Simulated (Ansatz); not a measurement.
## Pb under changes of volume

One of the cells (32.418 Å³/atom); the others are scaled copies at fixed shape and fractional positions:

```
Pb
1.0
     3.03861   -1.75032    0.00000
     3.03861    1.75032    0.00000
    -2.11546    0.00000    6.09522
Pb
2
Direct
  0.90851 0.90851 0.72629
  0.09149 0.09149 0.27371
```

This isn't the form of Pb at room conditions, which is fcc.

| Item | Value |
| --- | --- |
| Program | Ansatz 0.2.0 |
| Functional | HSE06 |
| Potentials or basis | Ansatz PAW |
| Cutoff | 420 eV (not typed: the program's choice for these potentials) |
| k mesh | 6 × 6 × 4 |
| Occupations | fermi-dirac, width 0.05 eV |
| Spin | no spin polarisation |

```tsv
volume (Å³/atom)	energy over the lowest point (meV/atom)	pressure (GPa)	largest force (eV/Å)
30.473	16.20	2.9	0.280
31.121	6.77	1.8	0.230
31.769	1.53	0.9	0.184
32.418	0.00	0.0	0.142
33.066	1.71	-0.8	0.104
33.714	6.26	-1.4	0.067
34.363	?	?	?
```

Task: What does the run at 34.363 Å³/atom give?

Result: Energy over the lowest point 13.34 meV/atom; pressure -2.0 GPa; largest force 0.032 eV/Å.

Worked out: A Birch-Murnaghan fit of order 3 (a polynomial in V^(-2/3)) to the other rows has its minimum at 32.39 Å³/atom with B0 = V·E''(V) = 40 GPa and B' = 5.5 at fixed shape and positions, which overstates the stiffness. It gives 13.32 meV/atom at 34.363 Å³/atom, against the run's 13.34, and -dE/dV = -2.0 GPa, against -2.0.

Energies are extrapolated to zero smearing.

Caveats: the PAW data sets come from PBE, with cores solved anew for the run's functional, which leaves a small shift of forces and pressure; the thresholds are loose for stress.
